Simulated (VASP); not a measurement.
# Mg4H (Pm-3m) in VASP: reference runs

Reference runs on Mg4H: the cell as given and a disturbed copy.

Everything below comes from runs of VASP 6.6.1. Logs are shortened: lines on timing, memory, paths and dates and some standing lists are left out, and cuts for length are marked.

**1. The crystal as given**

The structure is cubic, space group Pm-3m (No. 221). The conventional cell has a = 5.486 Å, b = 5.486 Å, c = 5.486 Å, α = 90.00°, β = 90.00°, γ = 90.00°. Mg (site symmetry m-3m) has 6 Mg at 2.74 Å as nearest neighbours. Around Mg (site symmetry 4/mmm) lie 2 Mg at 2.74 Å. H (site symmetry m-3m) has 12 Mg at 3.88 Å as nearest neighbours.

The cell was built by a generator and needn't be a form met in nature.

**2. Single point, PBE**

File INCAR:

```
SYSTEM = Mg4H
PREC = Accurate
ENCUT = 520
EDIFF = 1E-7
ISMEAR = -1
SIGMA = 0.05
LREAL = .FALSE.
LASPH = .TRUE.
NELM = 100
ALGO = Normal
ISIF = 2
LWAVE = .FALSE.
LCHARG = .FALSE.
GGA = PE
NBANDS = 12
```

File KPOINTS:

```
Automatic mesh
0
G
  5 5 5
  0 0 0
```

File POSCAR:

```
Mg4H
1.0
    5.4861700000      0.0000000000      0.0000000000
    0.0000000000      5.4861700000      0.0000000000
    0.0000000000      0.0000000000      5.4861700000
Mg H
4 1
Direct
    0.5000000000      0.5000000000      0.5000000000
    0.0000000000      0.5000000000      0.5000000000
    0.5000000000      0.0000000000      0.5000000000
    0.5000000000      0.5000000000      0.0000000000
    0.0000000000      0.0000000000      0.0000000000
```

Potentials or basis: VASP PAW PBE potentials, release 64 (Mg, H).

Launch:

```sh
$ cat potpaw_PBE.64/Mg/POTCAR potpaw_PBE.64/H/POTCAR > POTCAR
$ mpirun -np 1 vasp_std > vasp.out
```

OUTCAR:

```text
SYSTEM = Mg4H
   PREC = Accurate
   ENCUT = 520
   EDIFF = 1E-7
   ISMEAR = -1
   LREAL = .FALSE.
   LASPH = .TRUE.
   NELM = 100
   ISIF = 2
   GGA = PE

 ion  position               nearest neighbor table
   1  0.500  0.500  0.500-   2 2.74   3 2.74   4 2.74   4 2.74   3 2.74   2 2.74
   2  0.000  0.500  0.500-   1 2.74   1 2.74
   3  0.500  0.000  0.500-   1 2.74   1 2.74
   4  0.500  0.500  0.000-   1 2.74   1 2.74
   5  0.000  0.000  0.000-

  LATTYP: Found a simple cubic cell.
 ALAT       =     5.4861700000

  Lattice vectors:

 A1 = (   5.4861700000,   0.0000000000,   0.0000000000)
 A2 = (   0.0000000000,   5.4861700000,   0.0000000000)
 A3 = (   0.0000000000,   0.0000000000,   5.4861700000)

Analysis of symmetry for initial positions (statically):
=====================================================================
 Subroutine PRICEL returns:
 Original cell was already a primitive cell.

 Routine SETGRP: Setting up the symmetry group for a
 simple cubic supercell.

 Subroutine GETGRP returns: Found 48 space group operations
 (whereof 48 operations were pure point group operations)
 out of a pool of 48 trial point group operations.

The static configuration has the point symmetry O_h .

Analysis of symmetry for dynamics (positions and initial velocities):
=====================================================================
 Subroutine PRICEL returns:
 Original cell was already a primitive cell.

 Routine SETGRP: Setting up the symmetry group for a
 simple cubic supercell.

 Subroutine GETGRP returns: Found 48 space group operations
 (whereof 48 operations were pure point group operations)
 out of a pool of 48 trial point group operations.

The dynamic configuration has the point symmetry O_h .

 Subroutine INISYM returns: Found 48 space group operations
 (whereof 48 operations are pure point group operations),
 and found     1 'primitive' translations

----------------------------------------------------------------------------------------

                                     Primitive cell

  volume of cell :     165.1231

  direct lattice vectors                    reciprocal lattice vectors
     5.486170000  0.000000000  0.000000000     0.182276524  0.000000000  0.000000000
     0.000000000  5.486170000  0.000000000     0.000000000  0.182276524  0.000000000
     0.000000000  0.000000000  5.486170000     0.000000000  0.000000000  0.182276524

  length of vectors
     5.486170000  5.486170000  5.486170000     0.182276524  0.182276524  0.182276524

  position of ions in fractional coordinates (direct lattice)
     0.500000000  0.500000000  0.500000000
     0.000000000  0.500000000  0.500000000
     0.500000000  0.000000000  0.500000000
     0.500000000  0.500000000  0.000000000
     0.000000000  0.000000000  0.000000000

  ion indices of the primitive-cell ions
   primitive index   ion index
                 1           1
                 2           2
                 3           3
                 4           4
                 5           5

----------------------------------------------------------------------------------------

 KPOINTS: Automatic mesh

Automatic generation of k-mesh.
 Grid dimensions read from file:
 generate k-points for:    5    5    5

 Generating k-lattice:

  Cartesian coordinates                     Fractional coordinates (reciprocal lattice)
     0.036455305  0.000000000  0.000000000     0.200000000  0.000000000  0.000000000
     0.000000000  0.036455305  0.000000000     0.000000000  0.200000000  0.000000000
     0.000000000  0.000000000  0.036455305     0.000000000  0.000000000  0.200000000

  Length of vectors
     0.036455305  0.036455305  0.036455305

  Shift w.r.t. Gamma in fractional coordinates (k-lattice)
     0.000000000  0.000000000  0.000000000

 Subroutine IBZKPT returns following result:
 ===========================================

 Found     10 irreducible k-points:

 Following reciprocal coordinates:
            Coordinates               Weight
  0.000000  0.000000  0.000000      1.000000
  0.200000  0.000000  0.000000      6.000000
  0.400000  0.000000  0.000000      6.000000
  0.200000  0.200000  0.000000     12.000000
  0.400000  0.200000  0.000000     24.000000
  0.400000  0.400000  0.000000     12.000000
  0.200000  0.200000  0.200000      8.000000
  0.400000  0.200000  0.200000     24.000000
  0.400000  0.400000  0.200000     24.000000
  0.400000  0.400000  0.400000      8.000000
   k-points           NKPTS =     10   k-points in BZ     NKDIM =     10   number of bands    NBANDS=     12
   number of dos      NEDOS =    301   number of ions     NIONS =      5
   total plane-waves  NPLWV =  74088
   dimension x,y,z NGX =    42 NGY =   42 NGZ =   42
   dimension x,y,z NGXF=    84 NGYF=   84 NGZF=   84
   ions per type =               4   1
   NGX,Y,Z   is equivalent  to a cutoff of  12.73, 12.73, 12.73 a.u.
   NGXF,Y,Z  is equivalent  to a cutoff of  25.45, 25.45, 25.45 a.u.
 SYSTEM =  Mg4H
   PREC   = accura    normal or accurate (medium, high low for compatibility)
   ISTART =      0    job   : 0-new  1-cont  2-samecut
   ICHARG =      2    charge: 1-file 2-atom 10-const
   ISPIN  =      1    spin polarized calculation?
   LNONCOLLINEAR =      F non collinear calculations
   LSORBIT =      F    spin-orbit coupling
   LASPH  =      T    aspherical Exc in radial PAW
   ENCUT  =  520.0 eV  38.22 Ry    6.18 a.u.  10.20 10.20 10.20*2*pi/ulx,y,z
   NELM   =    100;   NELMIN=  2; NELMDL= -5     # of ELM steps
   EDIFF  = 0.1E-06   stopping-criterion for ELM
   LREAL  =      F    real-space projection
   EDIFFG = 0.1E-05   stopping-criterion for IOM
   NSW    =      0    number of steps for IOM
   IBRION =     -1    ionic relax: 0-MD 1-quasi-New 2-CG
   NFREE  =      0    steps in history (QN), initial steepest desc. (CG)
   ISIF   =      2    stress and relaxation
   ISYM   =      2    0-nonsym 1-usesym 2-fastsym
   POTIM  = 0.5000    time-step for ionic-motion
   TEBEG  =    0.0;   TEEND  =   0.0 temperature during run
   PSTRESS=    0.0 pullay stress
   NELECT =       9.0000    total number of electrons
   NUPDOWN=      -1.0000    fix difference up-down
   EMIN   =  10.00;   EMAX   =-10.00  energy-range for DOS
   EFERMI =   0.00;   METHOD = LEGACY
   ISMEAR =    -1;   SIGMA  =   0.05  broadening in eV -4-tet -1-fermi 0-gaus
   EFERMI_NEDOS =   21; number of points for ismear=-14 and -15
   IALGO  =     38    algorithm
   IMIX   =      4    mixing-type and parameters
     AMIX     =   0.40;   BMIX     =  1.00
     AMIX_MAG =   1.60;   BMIX_MAG =  1.00
  volume/ion in A,a.u.               =      33.02       222.86
  Fermi-wavevector in a.u.,A,eV,Ry     =   0.620707  1.172966  5.242009  0.385277
  Thomas-Fermi vector in A             =   1.679953
   LORBIT       =      0    0 simple, 1 ext, 2 COOP (PROOUT), +10 PAW based schemes
   GGA     = PE    functional components
   LHFCALC =     F    Hartree Fock is set to
   AEXX    =    0.0000 exact exchange contribution
   IVDW    =     0    specifies the selected vdW correction
   LEPSILON=     F    determine dielectric tensor
   LRPA    =     F    only Hartree local field effects (RPA)
 non-spin polarized calculation
  energy-cutoff  :      520.00
  volume of cell :      165.12
 maximum number of plane-waves:      4458
 NGX is ok and might be reduce to    42
   NGX = 21   NGY = 21   NGZ = 21

 number of electron       9.0000000 magnetization

 Free energy of the ion-electron system (eV)
  ---------------------------------------------------
  ext. energy  EPLUGINS =         0.00000000
  ---------------------------------------------------
  free energy    TOTEN  =        -4.84877675 eV

  energy without entropy =       -4.82608790  energy(sigma->0) =       -4.83743232

 E-fermi :  -0.2989     XC(G=0):  -6.6897

 val. band max:       -0.3370506852   @ k =   0.2000   0.2000   0.0000
 cond. band min:      -0.2092407470   @ k =   0.4000   0.0000   0.0000
 fundamental gap:      0.1278099382
 Fermi energy:        -0.2989277215

 k-point     1 :       0.0000    0.0000    0.0000
  band No.  band energies     occupation
      1      -5.4247      2.00000
      2      -0.8773      1.99998
      3      -0.5717      1.99149
      4      -0.5717      1.99149
      5      -0.5717      1.99149
      6      -0.0257      0.00843
      7      -0.0257      0.00843
      8       3.1258      0.00000
      9       4.6542      0.00000
     10       4.6542      0.00000
     11       4.6617      0.00000
     12       4.6633      0.00000

 k-point     2 :       0.2000    0.0000    0.0000
  band No.  band energies     occupation
      1      -5.2656      2.00000
      2      -2.0063      2.00000
      3      -0.5792      1.99267
      4      -0.4543      1.91444
      5      -0.4543      1.91444
      6       0.0955      0.00075
      7       1.2388      0.00000
      8       3.0894      0.00000
      9       3.1616      0.00000
     10       3.1616      0.00000
     11       3.7658      0.00000
     12       4.7590      0.00000

 k-point     3 :       0.4000    0.0000    0.0000
  band No.  band energies     occupation
      1      -4.8901      2.00000
      2      -3.0915      2.00000
      3      -0.3467      1.44448
      4      -0.2092      0.28523
      5      -0.2092      0.28523
      6       0.3455      0.00001
      7       1.4696      0.00000
      8       2.1951      0.00000
      9       2.1951      0.00000
     10       2.8630      0.00000
     11       4.3630      0.00000
     12       4.9717      0.00000

 k-point     4 :       0.2000    0.2000    0.0000
  band No.  band energies     occupation
      1      -5.1065      2.00000
      2      -1.9019      2.00000
      3      -1.8054      2.00000
      4      -0.3692      1.60582
      5      -0.3371      1.36377
      6       0.8329      0.00000
      7       1.8344      0.00000
      8       2.1558      0.00000
      9       3.2318      0.00000
     10       3.3082      0.00000
     11       3.3790      0.00000
     12       3.9725      0.00000

 k-point     5 :       0.4000    0.2000    0.0000
  band No.  band energies     occupation
      1      -4.7302      2.00000
      2      -2.9393      2.00000
      3      -1.4846      2.00000
      4      -0.5620      1.98968
      5      -0.0920      0.03137
      6       0.9211      0.00000
      7       1.6016      0.00000
      8       2.3031      0.00000
      9       2.4969      0.00000
     10       3.4828      0.00000
     11       3.5800      0.00000
     12       4.2900      0.00000

 k-point     6 :       0.4000    0.4000    0.0000
  band No.  band energies     occupation
      1      -4.3519      2.00000
      2      -2.5768      2.00000
      3      -2.5570      2.00000
      4      -1.2334      2.00000
      5       0.1537      0.00023
      6       1.2068      0.00000
      7       1.4866      0.00000
      8       2.5104      0.00000
      9       2.5276      0.00000
     10       3.3112      0.00000
     11       3.5595      0.00000
     12       4.2309      0.00000

 k-point     7 :       0.2000    0.2000    0.2000
  band No.  band energies     occupation
      1      -4.9470      2.00000
      2      -1.7623      2.00000
      3      -1.6853      2.00000
      4      -1.6853      2.00000
      5      -0.0609      0.01698
      6       1.9496      0.00000
      7       1.9496      0.00000
      8       2.0124      0.00000
      9       2.0124      0.00000
     10       2.7189      0.00000
     11       3.6815      0.00000
     12       5.1963      0.00000

 k-point     8 :       0.4000    0.2000    0.2000
  band No.  band energies     occupation
      1      -4.5693      2.00000
      2      -2.7912      2.00000
      3      -1.4359      2.00000
      4      -1.2834      2.00000
      5      -0.5534      1.98776
      6       1.0503      0.00000
      7       1.9471      0.00000
      8       2.1871      0.00000
      9       2.4438      0.00000
     10       2.8341      0.00000
     11       4.6333      0.00000
     12       4.7677      0.00000

 k-point     9 :       0.4000    0.4000    0.2000
  band No.  band energies     occupation
      1      -4.1860      2.00000
      2      -2.4368      2.00000
      3      -2.4367      2.00000
      4      -1.1970      2.00000
      5      -0.9433      1.99999
      6       0.8677      0.00000
      7       1.2944      0.00000
      8       1.6818      0.00000
      9       2.7096      0.00000
     10       4.3291      0.00000
     11       4.8504      0.00000
     12       4.9326      0.00000

 k-point    10 :       0.4000    0.4000    0.4000
  band No.  band energies     occupation
      1      -3.7818      2.00000
      2      -2.1872      2.00000
      3      -2.1872      2.00000
      4      -2.0525      2.00000
      5      -1.0471      2.00000
      6       0.3286      0.00001
      7       0.3286      0.00001
      8       0.7808      0.00000
      9       4.5299      0.00000
     10       4.5299      0.00000
     11       5.7490      0.00000
     12       6.1885      0.00000

------------------------ aborting loop because EDIFF is reached ----------------------------------------

  FORCE on cell =-STRESS in cart. coord.  units (eV):
  Direction    XX          YY          ZZ          XY          YZ          ZX
  --------------------------------------------------------------------------------------
  -------------------------------------------------------------------------------------
  Total       -0.1121522     -0.1121522     -0.1121522      0.0000000      0.0000000     -0.0000000
  in kB       -1.0882050     -1.0882050     -1.0882050      0.0000000      0.0000000     -0.0000000
  external PRESSURE =      -1.0882050 kB  Pullay stress =       0.0000000 kB

 VOLUME and BASIS-vectors are now :
 -----------------------------------------------------------------------------
  energy-cutoff  :      520.00
  volume of cell :      165.12
      direct lattice vectors                 reciprocal lattice vectors
     5.486170000  0.000000000  0.000000000     0.182276524  0.000000000  0.000000000
     0.000000000  5.486170000  0.000000000     0.000000000  0.182276524  0.000000000
     0.000000000  0.000000000  5.486170000     0.000000000  0.000000000  0.182276524

 POSITION                                       TOTAL-FORCE (eV/Angst)
 -----------------------------------------------------------------------------------
      2.74309      2.74309      2.74309         0.000000      0.000000      0.000000
      0.00000      2.74309      2.74309         0.000000      0.000000      0.000000
      2.74309      0.00000      2.74309         0.000000      0.000000      0.000000
      2.74309      2.74309      0.00000         0.000000      0.000000      0.000000
      0.00000      0.00000      0.00000         0.000000      0.000000      0.000000
 -----------------------------------------------------------------------------------
    total drift:                               -0.000000     -0.000000      0.000000

  FREE ENERGIE OF THE ION-ELECTRON SYSTEM (eV)
  ---------------------------------------------------
  free  energy   TOTEN  =        -4.8487767538 eV

  energy  without entropy=       -4.8260878960  energy(sigma->0) =       -4.83743232
```

Wall time 23 s (1 thread of Intel Xeon Platinum 8559C (Emerald Rapids), shared host); peak memory 0.24 GiB.

Results:

| Quantity | Value |
| --- | --- |
| Free energy | -4.8488 eV |
| Pressure | -0.1 GPa |
| Band gap on the k mesh | none (metal or under the smearing width) |

**3. Single point, PBE (atoms moved at random, drawn with an rms of 0.05 Å)**

File INCAR:

```
  ALGO = Normal
  EDIFF = 1E-7
  ENCUT = 520
  GGA = PE
  ISIF = 2
  ISMEAR = -1
  LASPH = T
  LCHARG = T
  LELF = T
  LREAL = F
  LVHAR = T
  LWAVE = F
  NBANDS = 12
  NELM = 100
  PREC = Accurate
  SIGMA = 0.05
```

File KPOINTS:

```
k-points
0
Gamma
  5 5 5
```

File POSCAR:

```
Mg4H
1.0
    5.4861700000      0.0000000000      0.0000000000
    0.0000000000      5.4861700000      0.0000000000
    0.0000000000      0.0000000000      5.4861700000
Mg H
4 1
Direct
    0.4977880000      0.4974330000      0.5042750000
    0.0017290000      0.5085920000      0.5000760000
    0.5011020000     -0.0027470000      0.4995280000
    0.5063670000      0.4987560000      0.0124130000
    0.0049490000     -0.0004880000     -0.0026760000
```

Potentials or basis: VASP PAW PBE potentials, release 64 (Mg, H).

Launch:

```sh
$ cat potpaw_PBE.64/Mg/POTCAR potpaw_PBE.64/H/POTCAR > POTCAR
$ mpirun -np 1 vasp_std > vasp.out
```

Run time: 85 s. Hardware: 1 thread of Intel Xeon Platinum 8559C (Emerald Rapids), shared host; peak memory 0.3 GiB.

It converged, with:

```yaml
Free_energy: -4.8442 eV
Pressure: -0.1 GPa
Largest_force: 0.309 eV/Å
Band_gap_on_the_k_mesh: none (metal or under the smearing width)
```

Forces on the atoms (eV/Å):
```
Mg   0.105 -0.036  0.289
Mg  -0.133  0.053 -0.011
Mg  -0.001  0.000 -0.014
Mg   0.028  0.000 -0.257
H    0.001 -0.017 -0.007
```

Levels at points of the mesh, in eV from the Fermi level:
```csv
k point,band 1,band 2,band 3,band 4,band 5,band 6,band 7,band 8,band 9,band 10
"(0.00, 0.00, 0.00)",-5.13,-0.58,-0.28,-0.27,-0.27,0.27,0.28,3.42,4.89,4.91
```
